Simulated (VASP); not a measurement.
These are optB86b-vdW, VASP's PBE PAW potentials (set 64) (plane waves; VASP) values and carry that method's errors.

VASP ran on this input.

File KPOINTS:
```
Automatic mesh
0
Gamma
5 5 7
0 0 0
```

**POSCAR**
```
MgF2
1
    4.6870437943     0.0000000000     0.0000000000
    0.0000000000     4.6870437943     0.0000000000
    0.0000000000     0.0000000000     3.0971026645
Mg F
2 4
Direct
  0.0000000000   0.0000000000   0.0000000000
  0.5000000000   0.5000000000   0.5000000000
  0.3027531193   0.3027531193   0.0000000000
  0.8027531193   0.1972468807   0.5000000000
  0.1972468807   0.8027531193   0.5000000000
  0.6972468807   0.6972468807   1.0000000000
```

**INCAR**
```
AGGAC = 0.0
ALGO = Normal
EDIFF = 1E-7
EDIFFG = -0.01
ENCUT = 520
GGA = MK
IBRION = 2
ISIF = 4
ISMEAR = 0
LASPH = .TRUE.
LCHARG = .FALSE.
LREAL = .FALSE.
LUSE_VDW = .TRUE.
LWAVE = .FALSE.
NELM = 100
NSW = 30
PARAM1 = 0.1234
PARAM2 = 1.0
PREC = Accurate
SIGMA = 0.05
SYSTEM = MgF2
```

POTCAR, in this order: Mg F (PBE.64 set). Program: vasp_std.

The resulting files:

### OSZICAR
```
       N       E                     dE             d eps       ncg     rms          rms(c)
DAV:   1     0.214650934011E+03    0.21465E+03   -0.18212E+04   992   0.149E+03
DAV:   2    -0.144307474947E+02   -0.22908E+03   -0.22422E+03  1276   0.338E+02
DAV:   3    -0.240740709276E+02   -0.96433E+01   -0.96247E+01  1120   0.729E+01
DAV:   4    -0.241366597351E+02   -0.62589E-01   -0.62577E-01  1088   0.679E+00
DAV:   5    -0.241370468546E+02   -0.38712E-03   -0.38709E-03  1112   0.542E-01    0.985E+00
DAV:   6    -0.215559321345E+02    0.25811E+01   -0.11082E+01  1092   0.252E+01    0.305E+00
DAV:   7    -0.215704343946E+02   -0.14502E-01   -0.12522E-01  1032   0.261E+00    0.189E+00
DAV:   8    -0.215952231251E+02   -0.24789E-01   -0.56005E-02  1064   0.282E+00    0.178E-01
DAV:   9    -0.215961889553E+02   -0.96583E-03   -0.41346E-03  1120   0.476E-01    0.787E-02
DAV:  10    -0.215963179292E+02   -0.12897E-03   -0.30566E-04  1068   0.149E-01    0.121E-02
DAV:  11    -0.215963186810E+02   -0.75180E-06   -0.20992E-05  1108   0.383E-02    0.544E-03
DAV:  12    -0.215963192743E+02   -0.59326E-06   -0.50166E-06  1096   0.187E-02    0.196E-03
DAV:  13    -0.215963192238E+02    0.50515E-07   -0.46056E-07  1100   0.554E-03
   1 F= -.21596319E+02 E0= -.21596319E+02  d E =-.215963E+02
       N       E                     dE             d eps       ncg     rms          rms(c)
DAV:   1    -0.215967328042E+02   -0.41353E-03   -0.18931E-01   960   0.404E+00    0.134E-01
DAV:   2    -0.215969183393E+02   -0.18554E-03   -0.38178E-03  1100   0.527E-01    0.738E-02
DAV:   3    -0.215968251303E+02    0.93209E-04   -0.67737E-05  1092   0.996E-02    0.261E-02
DAV:   4    -0.215968137816E+02    0.11349E-04   -0.33159E-05  1100   0.601E-02    0.475E-03
DAV:   5    -0.215968140303E+02   -0.24861E-06   -0.33962E-06  1044   0.151E-02    0.297E-03
DAV:   6    -0.215968140471E+02   -0.16856E-07   -0.14828E-07   644   0.445E-03
   2 F= -.21596814E+02 E0= -.21596814E+02  d E =-.494823E-03
       N       E                     dE             d eps       ncg     rms          rms(c)
DAV:   1    -0.215968924000E+02   -0.78370E-04   -0.15106E-01   960   0.361E+00    0.119E-01
DAV:   2    -0.215970404739E+02   -0.14807E-03   -0.30499E-03  1096   0.471E-01    0.660E-02
DAV:   3    -0.215969657511E+02    0.74723E-04   -0.54354E-05  1096   0.893E-02    0.233E-02
DAV:   4    -0.215969567167E+02    0.90344E-05   -0.26699E-05  1100   0.539E-02    0.427E-03
DAV:   5    -0.215969569146E+02   -0.19789E-06   -0.27328E-06  1040   0.136E-02    0.265E-03
DAV:   6    -0.215969569280E+02   -0.13421E-07   -0.12014E-07   616   0.399E-03
   3 F= -.21596957E+02 E0= -.21596957E+02  d E =-.637704E-03
```

File OUTCAR:
```
------------------------ aborting loop because EDIFF is reached ----------------------------------------
  FORCE on cell =-STRESS in cart. coord.  units (eV):
  Direction    XX          YY          ZZ          XY          YZ          ZX
  --------------------------------------------------------------------------------------
  Total       -1.1851121     -1.1851121     -1.1934022     -0.0000000      0.0000000      0.0000000
  in kB      -27.9072087    -27.9072087    -28.1024244     -0.0000000      0.0000000      0.0000000
  external PRESSURE =     -27.9722806 kB  Pullay stress =       0.0000000 kB
  volume of cell :       68.04
      direct lattice vectors                 reciprocal lattice vectors
     4.692026897  0.000000000  0.000000000     0.213127508 -0.000000000  0.000000000
     0.000000000  4.692026897  0.000000000    -0.000000000  0.213127508  0.000000000
     0.000000000  0.000000000  3.090527688     0.000000000  0.000000000  0.323569339
 POSITION                                       TOTAL-FORCE (eV/Angst)
 -----------------------------------------------------------------------------------
      0.00000      4.69203      0.00000         0.000000      0.000000      0.000000
      2.34601      2.34601      1.54526         0.000000      0.000000      0.000000
      1.42360      1.42360      0.00000        -0.000610     -0.000610      0.000000
      3.76961      0.92241      1.54526        -0.000610      0.000610      0.000000
      0.92241      3.76961      1.54526         0.000610     -0.000610      0.000000
      3.26843      3.26843      0.00000         0.000610      0.000610      0.000000
 -----------------------------------------------------------------------------------
    total drift:                                0.000000     -0.000000      0.000000
  FREE ENERGIE OF THE ION-ELECTRON SYSTEM (eV)
  ---------------------------------------------------
  free  energy   TOTEN  =       -21.5969569280 eV

  energy  without entropy=      -21.5969569280  energy(sigma->0) =      -21.59695693

 reached required accuracy - stopping structural energy minimisation
```
(Selected blocks of OUTCAR.)

File CONTCAR:
```
MgF2
   1.00000000000000
     4.6920268965778842    0.0000000000000000    0.0000000000000000
     0.0000000000000000    4.6920268965778842    0.0000000000000000
     0.0000000000000000    0.0000000000000000    3.0905276876786969
  Mg              F
     2     4
Direct
     0.0000000000000000    1.0000000000000000    0.0000000000000000
     0.5000000000000000    0.5000000000000000    0.5000000000000000
     0.3034084175332201    0.3034084175332201    0.0000000000000000
     0.8034084175332201    0.1965915824667799    0.5000000000000000
     0.1965915824667799    0.8034084175332201    0.5000000000000000
     0.6965915824667799    0.6965915824667799    0.0000000000000000
```

The compound is MgF2 in the rutile structure. This cell is one point of a volume scan, at 1.03 of the reference volume. Symmetry was kept, so distortions that lower it aren't found.
